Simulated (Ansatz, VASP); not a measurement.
One calculation of Zn4H, two programs

```
Zn H
1.0
     4.89930    0.00000    0.00000
     0.00000    4.89930    0.00000
     0.00000    0.00000    4.89930
Zn H
4 1
Direct
  0.25000 0.25000 0.25000
  0.75000 0.75000 0.25000
  0.75000 0.25000 0.75000
  0.25000 0.75000 0.75000
  0.00000 0.00000 0.00000
```

Change from the starting cell: ordered vacancies on the anion sites of cuprite (P-43m, No. 215).

Alike in both runs: task single point; functional PBE; k mesh 4 × 4 × 4; occupations gaussian, width 0.1 eV; no spin polarisation.

|  | VASP | Ansatz |
| --- | --- | --- |
| version | VASP 6.6.1 | Ansatz 0.2.0 |
| potentials or method | VASP PAW PBE potentials, release 64 (Zn, H) | scalar-relativistic, plane waves, PAW |
| plane-wave cutoff (eV) | 520 | 420 |
| valence electrons in the cell | 49 | 49 |

|  | VASP | Ansatz | Ansatz less VASP |
| --- | --- | --- | --- |
| gap on the k mesh at the Fermi level (eV) | none | none | - |
| pressure (GPa) | -6.0 | -6.0 | 0.00 |
| rms of the force components (eV/Å) | 0.003 | 0.004 | +0.0013 |

A gap of «none» marks a metal or a gap that the smearing closes. With one functional, cell and mesh, what is left measures potentials, basis and numerics.
